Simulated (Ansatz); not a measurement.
**HgSe: one crystal by all-electron and frozen-core methods**

The same cell of HgSe is computed with all-electron LAPW, PAW on the default files and all-electron PAW on datasets made for the crystal, to set the results side by side.

Computed with Ansatz 0.2.0 (DFT PBE, scalar-relativistic, unless a step's input says otherwise).

## Step 1: Starting point

Symmetry: F-43m, No. 216, cubic system. The conventional cell has a = 6.072 Å, b = 6.072 Å, c = 6.072 Å, α = 90.00°, β = 90.00°, γ = 90.00°. Hg (site symmetry -43m) is surrounded by 4 Se at 2.63 Å. Se (site symmetry -43m) has 4 Hg at 2.63 Å as nearest neighbours.

As a file:

```cif
data_structure
_symmetry_space_group_name_H-M 'F-43m'
_symmetry_Int_Tables_number 216
_cell_length_a 6.0720
_cell_length_b 6.0720
_cell_length_c 6.0720
_cell_angle_alpha 90.000
_cell_angle_beta 90.000
_cell_angle_gamma 90.000
_cell_volume 223.87
loop_
_atom_site_label
_atom_site_type_symbol
_atom_site_symmetry_multiplicity
_atom_site_Wyckoff_symbol
_atom_site_fract_x
_atom_site_fract_y
_atom_site_fract_z
_atom_site_occupancy
Hg1 Hg 4 a 0.00000 0.00000 0.00000 1
Se1 Se 4 c 0.25000 0.25000 0.25000 1
```

The file gives the conventional cell by its symmetry; the runs use the cell typed in the input.

Structure: COD 1538962, as refined from experiment and not relaxed.

Atoms are numbered in the order of the input: Hg1, Se2.

## Step 2: All-electron LAPW

The input, input.yaml:

```yaml
crystal:
  lattice:
    - [0.0, 3.036, 3.036]
    - [3.036, 0.0, 3.036]
    - [3.036, 3.036, 0.0]
  atoms:
    - { symbol: Hg, position: [0.0, 0.0, 0.0] }
    - { symbol: Se, position: [0.75, 0.75, 0.75] }
kpoints:
  mp_grid: { grid: [9, 9, 9] }
  band_path:
    path:
      - [0.0, 0.0, 0.0]
      - [-0.5, -0.5, 0.0]
      - [-0.375, -0.375, 0.25]
      - [-0.375, 0.0, 0.375]
      - [0.0, 0.0, 0.0]
      - [0.0, 0.0, 0.5]
      - [-0.5, -0.25, 0.25]
      - [-0.5, -0.5, 0.0]
    npoints: 8
scf:
  occupations: { method: fermi_dirac, width: 0.02 }
hamiltonian:
  xc: pbe
  pseudopotentials: { kind: all_electron, lapw: { basis_error: 0.00025 } }
output:
  forces: true
  stress: true
  eigenvalues: true
  populations: true
  dos: { projected: true, de: 0.2, e_range: [-14, 8] }
```

On the command line:

```console
$ ansatz run input.yaml --threads 1 --pin off --max-ram 2048MiB --backend cpu --events-out ev --progress --plain --runs-dir out
```

## Step 3: PAW on the default files

Edit input.yaml of step 2 so:

```diff
@@ -25,3 +25,3 @@
   xc: pbe
-  pseudopotentials: { kind: all_electron, lapw: { basis_error: 0.00025 } }
+  pseudopotentials: { kind: paw }
 output:
@@ -30,3 +30,5 @@
   eigenvalues: true
+  efg: { contact_densities: true }
   populations: true
+  bader: true
   dos: { projected: true, de: 0.2, e_range: [-14, 8] }
```

## Step 4: All-electron PAW on datasets made for the crystal

Edit input.yaml of step 3 so:

```diff
@@ -25,3 +25,3 @@
   xc: pbe
-  pseudopotentials: { kind: paw }
+  pseudopotentials: { kind: all_electron, datasets: crystal }
 output:
@@ -31,4 +31 @@
   efg: { contact_densities: true }
-  populations: true
-  bader: true
-  dos: { projected: true, de: 0.2, e_range: [-14, 8] }
```

(Steps that only read results are left out.)

Q: Predict the outcome of this session. Wanted: pressure; gap; Bader charges.

As calculated:

```
           quantity                                           value
           pressure  LAPW 4.91, PAW 4.91, crystal datasets 4.91 GPa
         gap (LAPW)                                            none
Bader charges (PAW)                          Hg1 +0.36, Se2 -0.36 e
```

The pressure of 4.9 GPa pushes the cell to expand, with the atoms held in place. There is no gap at this level: the crystal is a metal or semimetal here, or the functional closes a real gap. Spin-orbit coupling is left out of this run, though the cell holds Hg; it can open or close small gaps. Within 0.3 eV of the Fermi level the largest projected share is Se 4p (86 %). The projection holds only the free atom's occupied shells (Hg 6s, Hg 5d, Se 4s, Se 4p in this range). In pressure, PAW differs from LAPW by less than 0.01 GPa. The price, with the outputs that each input asks for: 40 s for LAPW against 21 s for PAW, about 1.9 to one.
